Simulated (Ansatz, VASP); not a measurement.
## Cu in VASP and in Ansatz

INCAR

```
SYSTEM = Cu
ALGO = Normal
EDIFF = 1E-6
ENCUT = 520
ISIF = 2
ISMEAR = -1
LASPH = .TRUE.
LCHARG = .TRUE.
LELF = .TRUE.
LREAL = .FALSE.
LVHAR = .TRUE.
LWAVE = .FALSE.
NBANDS = 12
NELM = 80
PREC = Accurate
SIGMA = 0.1
```

KPOINTS

```
k-points
0
G
  18 18 18
  0 0 0
```

Contents of POSCAR:

```
Cu
1.0
   -1.3595439185      1.3595439185      1.3595439185
    1.3595439185     -1.3595439185      1.3595439185
    1.3595439185      1.3595439185     -1.3595439185
Cu
1
Direct
    0.0000000000      0.0000000000      0.0000000000
```

Input for Ansatz:

```yaml
crystal:
  lattice:
    - [-1.3595439185, 1.3595439185, 1.3595439185]
    - [1.3595439185, -1.3595439185, 1.3595439185]
    - [1.3595439185, 1.3595439185, -1.3595439185]
  atoms:
    - { symbol: Cu, position: [0.0, 0.0, 0.0] }
hamiltonian:
  xc: lda
  pseudopotentials:
    kind: paw
    azcp:
      Cu: "pseudopotentials/Cu.paw.azcp"
basis:
  ecutwfc: 420
  fft_grid_basis: typed
kpoints:
  mp_grid: { grid: [18, 18, 18], shift: [0, 0, 0] }
magnetization:
  spin_polarized: false
scf:
  occupations: { method: fermi_dirac, width: 0.1 }
  lower_state_search: "off"
output:
  stress: true
```

Alike in both runs: task single point; functional LDA; k mesh 18 × 18 × 18; occupations fermi-dirac, width 0.1 eV; no spin polarisation.

|  | VASP | Ansatz |
| --- | --- | --- |
| version | VASP 6.6.1 | Ansatz 0.2.0 |
| potentials or method | VASP PAW LDA potentials, release 64 (Cu) | plane waves (420 eV) with PAW, scalar-relativistic |
| plane-wave cutoff (eV) | 520 | 420 |
| valence electrons in the cell | 11 | 19 |

```csv
,VASP,Ansatz,Ansatz less VASP
pressure (GPa),20.1,19.2,-0.92
```

The two sets of potentials don't hold the same shells in valence. Ansatz warned: «pseudo_functional_mismatch».

Caveats: so large a pressure means that the cell lies far from this level's equilibrium, or that cutoff or potentials fall short (VASP).
